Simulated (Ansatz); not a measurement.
Space group P6_3mc (No. 186). a = 3.152 Å, b = 3.152 Å, c = 6.105 Å, α = 90.00°, β = 90.00°, γ = 120.00°
| atom | site | symmetry | x | y | z |
| --- | --- | --- | --- | --- | --- |
| Ta | 2b | 3m. | 0.3333 | 0.6667 | 0.0305 |
| N | 2b | 3m. | 0.3333 | 0.6667 | 0.3545 |

Equation of state of this TaN structure (not necessarily the ground state), with shape and atoms relaxed at each volume where symmetry leaves them free. It has no gap at any of these volumes. The calculation used Ansatz, DFT PBE, scalar-relativistic, plane waves, PAW.

Settings: cutoff 420 eV, Γ-centred mesh 18×18×8 on the computed 4-atom cell, Gaussian smearing of 0.10 eV; no spin polarisation.

```
V (Å³/atom) E − E(largest V) (meV/atom) P (GPa)
     11.555                        89.00    38.80
     11.949                         8.69    26.91
     12.343                       -44.46    16.62
     12.737                       -74.08     7.71
     13.131                       -83.30    -0.02
     13.525                       -74.90    -6.66
     13.919                       -51.34   -12.36
     14.444                         0.00   -18.72
```

Q: Fit a third-order Birch–Murnaghan equation to E(V).

A: V0 = 13.13 Å³/atom, B0 = 237 GPa, B0' = 3.9.

Spin-orbit coupling is left out, which matters for the bands of heavy elements.

This wurtzite form isn't the usual stable structure of the compound.